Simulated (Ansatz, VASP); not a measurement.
# Two plane-wave programs on CdSe

INCAR

```
SYSTEM = CdSe
ALGO     = Fast           ! electronic algorithm
EDIFF    = 1E-6           ! SCF threshold, eV
ENCUT    = 520            ! plane-wave cutoff, eV
GGA      = PE             ! functional
ISIF     = 2              ! what is computed and relaxed
ISMEAR   = 0              ! smearing method
LASPH    = .TRUE.         ! aspherical terms in the spheres
LCHARG   = .FALSE.        ! write CHGCAR
LREAL    = .FALSE.        ! projectors in reciprocal space
LWAVE    = .FALSE.        ! write WAVECAR
NBANDS   = 16             ! bands
NELM     = 100            ! most SCF steps
PREC     = Accurate       ! precision mode
SIGMA    = 0.02           ! smearing width, eV
```

The input KPOINTS:

```
k-points
0
G
  10 10 10
  0 0 0
```

The input POSCAR:

```
CdSe
1.0
    0.0000000000      3.0025252601      3.0025252601
    3.0025252601      0.0000000000      3.0025252601
    3.0025252601      3.0025252601      0.0000000000
Cd Se
1 1
Direct
    0.0000000000      0.0000000000      0.0000000000
    0.7500000000      0.7500000000      0.7500000000
```

Input for Ansatz:

```yaml
crystal:
  lattice:
    - [0.0, 3.0025252601, 3.0025252601]
    - [3.0025252601, 0.0, 3.0025252601]
    - [3.0025252601, 3.0025252601, 0.0]
  atoms:
    - { symbol: Cd, position: [0.0, 0.0, 0.0] }
    - { symbol: Se, position: [0.75, 0.75, 0.75] }
basis:
  ecutwfc: 420
kpoints:
  mp_grid: { grid: [10, 10, 10] }
hamiltonian:
  xc: pbe
scf:
  occupations: { method: gaussian, width: 0.02 }
output:
  forces: true
  stress: true
  eigenvalues: true
```

Alike in both runs: task single point; functional PBE; k mesh 10 × 10 × 10; occupations gaussian, width 0.02 eV; no spin polarisation.

```csv
,VASP,Ansatz
version,VASP 6.6.1,Ansatz 0.2.0
potentials or method,"VASP PAW PBE potentials, release 64 (Cd, Se)","scalar-relativistic, plane waves, PAW"
plane-wave cutoff (eV),520,420
valence electrons in the cell,18,36
```

|  | VASP | Ansatz | Ansatz less VASP |
| --- | --- | --- | --- |
| gap on the k mesh at the Fermi level (eV) | 0.69 | 0.69 | -0.002 |
| least direct gap on the mesh (eV) | 0.69 | 0.69 | -0.002 |
| pressure (GPa) | 5.6 | 5.2 | -0.39 |

With one functional, cell and mesh, what is left measures potentials, basis and numerics. The two sets of potentials don't hold the same shells in valence.
